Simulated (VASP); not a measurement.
Here is a VASP 6.6.1 calculation.

Contents of INCAR:

```
SYSTEM = Se
  PREC = Accurate
  ENCUT = 520
  EDIFF = 1E-7
  ISMEAR = 0
  SIGMA = 0.1
  LREAL = .FALSE.
  LASPH = .TRUE.
  NELM = 60
  ALGO = Normal
  ISIF = 3
  LWAVE = .FALSE.
  LCHARG = .FALSE.
  GGA = PS
  IBRION = 2
  NSW = 80
  EDIFFG = -0.002
  PSTRESS = 2500
```

Contents of KPOINTS:

```
regular mesh
0
G
  6 6 6
  0 0 0
```

POSCAR

```
Se                                      
1.0
    1.8660829824      1.0773840250      0.8140028707
   -1.8660829824      1.0773840250      0.8140028707
    0.0000000000     -2.1547680573      0.8140028795
  Se            
     1
Direct
     0.0000000000000000    0.0000000000000000    0.0000000000000000
```

Potentials or basis: VASP PAW PBE potentials, release 64 (Se).

Launch:

```sh
$ cat potpaw_PBE.64/Se/POTCAR > POTCAR
$ mpirun -np 1 vasp_std > vasp.out
```

Predict the band gap on the k mesh.

none (metal or under the smearing width).

Final structure:
```
CELL_PARAMETERS angstrom
1.86608 1.07738 0.81400
-1.86608 1.07738 0.81400
0.00000 -2.15477 0.81400
ATOMIC_POSITIONS crystal
Se 0.00000 0.00000 0.00000
```

Caveat: the k mesh is coarse (spacing up to 0.54 Å⁻¹), so the values aren't converged; the relaxation stopped at its first step, so nothing moved.
